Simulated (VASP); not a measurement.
**From an Ansatz input to VASP: PtSe2 (1T (CdI2) bulk)**

Ansatz input

```yaml
crystal:
  lattice:
    - [3.7286503665, 0.0, 0.0]
    - [-1.8643251832, 3.2291059392, 0.0]
    - [0.0, 0.0, 5.2771565994]
  atoms:
    - { symbol: Pt, position: [0.0, 0.0, 0.0] }
    - { symbol: Se, position: [0.3333333333, 0.6666666667, 0.2462188979] }
    - { symbol: Se, position: [0.6666666667, 0.3333333333, 0.7537811021] }
kpoints:
  mp_grid: { grid: [12, 12, 6] }
  band_path:
    path:
      - [0.0, 0.0, 0.0]
      - [0.5, 0.0, 0.0]
      - [0.3333333333, 0.3333333333, 0.0]
      - [0.0, 0.0, 0.5]
      - [0.5, 0.0, 0.5]
      - [0.3333333333, 0.3333333333, 0.5]
      - [0.0, 0.25, 0.3333333333]
      - [0.0, 0.283854, 0.294271]
    npoints: 1
hamiltonian:
  xc: pbe
scf:
  occupations: { method: fermi_dirac, width: 0.02 }
  n_extra_bands: 4
output:
  forces: true
  stress: true
  eigenvalues: true
```

**Question.** Which VASP files do the same job?

**Answer.** 

INCAR

```
LCHARG = .FALSE.
ENCUT = 520
NELM = 120
NBANDS = 18
ISMEAR = -1
ISIF = 2
PREC = Accurate
EDIFF = 1E-7
LREAL = .FALSE.
LASPH = .TRUE.
NSW = 0
LWAVE = .FALSE.
GGA = PE
IBRION = -1
SIGMA = 0.02
```

KPOINTS

```
KPOINTS created by Atomic Simulation Environment
0
Gamma
12 12 6
0 0 0
```

KPOINTS_OPT

```
special points
8
Reciprocal
0.0000000000 0.0000000000 0.0000000000 1
0.5000000000 0.0000000000 0.0000000000 1
0.3333333333 0.3333333333 0.0000000000 1
0.0000000000 0.0000000000 0.5000000000 1
0.5000000000 0.0000000000 0.5000000000 1
0.3333333333 0.3333333333 0.5000000000 1
0.0000000000 0.2500000000 0.3333333333 1
0.0000000000 0.2838540000 0.2942710000 1
```

POSCAR

```
Pt Se
 1.0000000000000000
     3.7286503664848452   -0.0000000000285391   -0.0000000000000000
    -1.8643251832177070    3.2291059392203030    0.0000000000000000
    -0.0000000000000000    0.0000000000000000    5.2771565994355782
 Pt  Se
   1   2
Cartesian
  0.0000000000000000 -0.0000000000000000 -0.0000000000000000
  0.0000000000164771  2.1527372928040216  1.2993356818442692
  1.8643251832506613  1.0763686463877413  3.9778209175913095
```

VASP ran with the recommended PBE PAW datasets (22 valence electrons in the cell). Other inputs would serve too.

```csv
,Ansatz,VASP
gap between bands v and c,-0.35 eV (bands overlap: a metal),-0.36 eV (bands overlap: a metal)
least direct gap,0.30 eV,0.29 eV
pressure,3.8 GPa,3.7 GPa
largest force,0.17 eV/Å,0.17 eV/Å
```

The two codes use different PAW datasets and cutoffs. VASP's cell holds 22 valence electrons and Ansatz's 50. Ansatz's stress includes a Pulay correction; VASP's doesn't.
